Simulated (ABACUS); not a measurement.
Wanted: the native input for an ABACUS 3.10.1 run.

```yaml
Task: single point
Functional: PBE
Potentials_or_basis: PseudoDojo NC SR 0.4.1 PBE standard
Cutoff: 1129 eV
Density_cutoff: 4517 eV
Basis: plane waves
k_mesh: 9 × 9 × 2
Occupations: fermi-dirac, width 0.05 eV
Spin: no spin polarisation
Radial_cutoff_of_the_potentials_pseudo_rcut: 10 bohr
SCF_threshold_on_the_density: 1e-08
Max_SCF_steps: 100
Eigensolver: dav
Mixing: broyden
Mixing_share: 0.7
Symmetry_key: 1
```

The system is Te2Mo.

```
Te Mo
1.0
     3.51820    0.00000    0.00000
    -1.75910    3.04685    0.00000
     0.00000    0.00000   13.97360
Te Mo
4 2
Direct
  0.66667 0.33333 0.37900
  0.33333 0.66667 0.87900
  0.66667 0.33333 0.12100
  0.33333 0.66667 0.62100
  0.66667 0.33333 0.75000
  0.33333 0.66667 0.25000
```

One way to write it, as run:

INPUT

```
INPUT_PARAMETERS
suffix              Te2Mo
calculation         scf
basis_type          pw
pseudo_dir          ./
symmetry            1
dft_functional      pbe
ecutwfc             83
pseudo_rcut         10
nspin               1
nbands              56
ks_solver           dav
smearing_method     fd
smearing_sigma      0.00367493
scf_thr             1e-08
scf_nmax            100
mixing_type         broyden
mixing_beta         0.7
cal_force           1
cal_stress          1
out_chg             1
out_pot             2
out_elf             1
```

STRU

```
ATOMIC_SPECIES
Te 127.6000 Te.upf
Mo 95.9500 Mo.upf

LATTICE_CONSTANT
1.8897261246

LATTICE_VECTORS
3.5182000000 0.0000000000 0.0000000000
-1.7591000000 3.0468505756 0.0000000000
0.0000000000 0.0000000000 13.9736000000

ATOMIC_POSITIONS
Direct

Te
0.0
4
0.6666666667 0.3333333333 0.3790000000 1 1 1
0.3333333333 0.6666666667 0.8790000000 1 1 1
0.6666666667 0.3333333333 0.1210000000 1 1 1
0.3333333333 0.6666666667 0.6210000000 1 1 1

Mo
0.0
2
0.6666666667 0.3333333333 0.7500000000 1 1 1
0.3333333333 0.6666666667 0.2500000000 1 1 1
```

KPT

```
K_POINTS
0
Gamma
9 9 2 0 0 0
```

Potentials or basis: PseudoDojo NC SR 0.4.1 PBE standard, plane waves.

Run with:

```sh
$ OMP_NUM_THREADS=1 mpirun -np 4 abacus > log
```

It gave:

The pressure is 3.4 GPa, the largest force is 0.251 eV/Å and the band gap on the k mesh is 0.77 eV, indirect (least direct gap 1.04 eV).

Caveat: spin-orbit coupling is left out, which moves the levels of the heavy elements; an odd mesh through Γ misses points on the zone boundary, where band edges often lie; this functional lacks dispersion, which binds the layers, so the pressure and a relaxed spacing across them are unreliable.

Wall time 82 s on 4 MPI ranks on Intel(R) Xeon(R) Platinum 8488C (Sapphire Rapids) (shared host), peak memory 0.72 GiB a rank.
